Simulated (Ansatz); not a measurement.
Pt:

```xyz
2
Lattice="2.7607 0.0000 0.0000 -1.3803 2.3908 0.0000 0.0000 0.0000 4.7921" Properties=species:S:1:pos:R:3 pbc="T T T"
Pt    0.0000    1.5939    1.1980
Pt    1.3803    0.7969    3.5941
```

This isn't the form of Pt at room conditions, which is fcc.

| Property | Result |
| --- | --- |
| Program | Ansatz 0.2.0 |
| Task | relaxation of cell and atoms |
| Functional | PBEsol |
| Potentials or basis | all-electron LAPW, scalar-relativistic |
| Basis error allowed | 0.001 eV/atom |
| k mesh | 11 × 11 × 6 |
| Occupations | fermi-dirac, width 0.05 eV |
| Spin | no spin polarisation |

At the start: volume 15.81 Å³/atom.

**Question.** How do energy, volume and symmetry change on relaxing?

**Answer.** Over 6 steps the energy falls by 24.0 meV/atom and the volume is 15.14 Å³/atom (-4.3 %); space group P6_3/mmc (No. 194, to 0.05 Å).

Step by step:
| step | energy change (eV) | largest force (eV/Å) | volume (Å³) |
| --- | --- | --- | --- |
| 1 | 0.0000 | 0.0000 | 31.63 |
| 2 | -0.0467 | 0.0000 | 30.48 |
| 3 | -0.0480 | 0.0000 | 30.25 |
| 4 | -0.0481 | 0.0000 | 30.27 |
| 5 | -0.0481 | 0.0000 | 30.28 |
| 6 | -0.0481 | 0.0000 | 30.28 |

Final structure:
```
Pt
1.0
     2.73164    0.00000    0.00000
    -1.36582    2.36567    0.00000
     0.00000    0.00000    4.68521
Pt
2
Direct
  0.33333 0.66667 0.25000
  0.66667 0.33333 0.75000
```
